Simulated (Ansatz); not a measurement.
# ZrSe2 (P-3m1): gap against strain (isotropic on every length)

ZrSe2 (started from an entry of an open crystallographic database), relaxed with r2SCAN+rVV10 in the PAW code Ansatz, then strained (isotropic on every length; changes of length per length, axes as in the cell below) with the atoms relaxed again within the symmetry that is left. Space group P-3m1 (No. 164), trigonal; conventional cell a = 3.789 Å, c = 6.181 Å, 25.62 Å³ an atom. Around Zr lie 6 Se at 2.69 Å; around Se lie 3 Zr at 2.69 Å. Spin-unpolarised throughout; all numbers are computed.

```xyz
3
Lattice="3.7894 0.0000 0.0000 -1.8947 3.2817 0.0000 0.0000 0.0000 6.1807" Properties=species:S:1:pos:R:3 pbc="T T T"
Zr    0.0000    0.0000    0.0000
Se    0.0000    2.1878    1.5683
Se    1.8947    1.0939    4.6124
```

Gaps are the least over each mesh (PBE 12×12×4, r2SCAN 12×12×4, HSE06 6×6×4 when unstrained) and the special points, which keep their unstrained names.

```csv
strain (%),"gap, PBE (eV)","gap, r2SCAN (eV)","gap, HSE06 (eV)","edges, HSE06"
-2.9,none (overlap 0.085),0.202,0.488,Γ → L
0.0,0.308,0.610,0.956,"(-0.042, 0.005, 0) → L"
+2.62,0.577,0.881,1.266,"(-0.099, 0.047, 0) → L"
+4.86,0.746,1.050,1.459,"(-0.130, 0.062, 0) → L"
```

Between zero and the nearest strains the slope of the HSE06 gap against strain is +0.161 eV per percent for negative and +0.118 for positive strain. The PBE gap opens between -2.9 and 0.0 %.

The runs are scalar-relativistic, without spin-orbit coupling.

Where an edge lies off the special points, it is a point of the mesh or the k point where a search put PBE's edge or least direct gap, reused for the other functionals, whose own edges may lie a little apart.

Gaps or overlaps of about a tenth of an eV are at the limit of these meshes: between the points read a gap can be smaller or closed.

Coordinates of k points refer to the reciprocal vectors of the primitive cell of the runs.

The meshes of the hybrids are coarse, so their gaps aren't converged to the digits shown.
